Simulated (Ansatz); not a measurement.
Convergence of P

```
P
1.0
     4.27290    0.00000    0.00000
     0.00000    4.27290    0.00000
     0.00000    0.00000    4.37800
P
1
Direct
  0.00000 0.00000 0.00000
```

The conventional cell has a = 4.273 Å, b = 4.273 Å, c = 4.378 Å, α = 90.00°, β = 90.00°, γ = 90.00°. P (atom 1) is surrounded by 6 P at 4.27 to 4.38 Å.

The cell comes from COD entry 1534547, which wasn't checked; take it as a given geometry.

Level of theory: DFT, PBE, all-electron LAPW, scalar-relativistic (Ansatz 0.2.0).

Sampling and basis: a Γ-centred 10×10×9 k mesh, Fermi–Dirac smearing of 0.08 eV, basis error target 0.25 meV/atom, no spin polarisation. One setting is then changed at a time.

```
        k mesh  free energy less the base's (meV/atom)  P (GPa)  cutoff chosen (eV)
10×10×9 (base)                                     0.0    -3.52                  81
         3×3×3                                       ?    -3.25                  81
         5×5×4                                       ?    -3.33                  81
         8×8×7                                     1.5    -3.50                  81
      14×14×13                                     0.1    -3.52                  81
```

Q: What belongs in the row "5×5×4", column "free energy less the base's (meV/atom)"?

A: 30.4.

Q: Give the missing entry: row "3×3×3", column "free energy less the base's (meV/atom)".

A: 26.3.
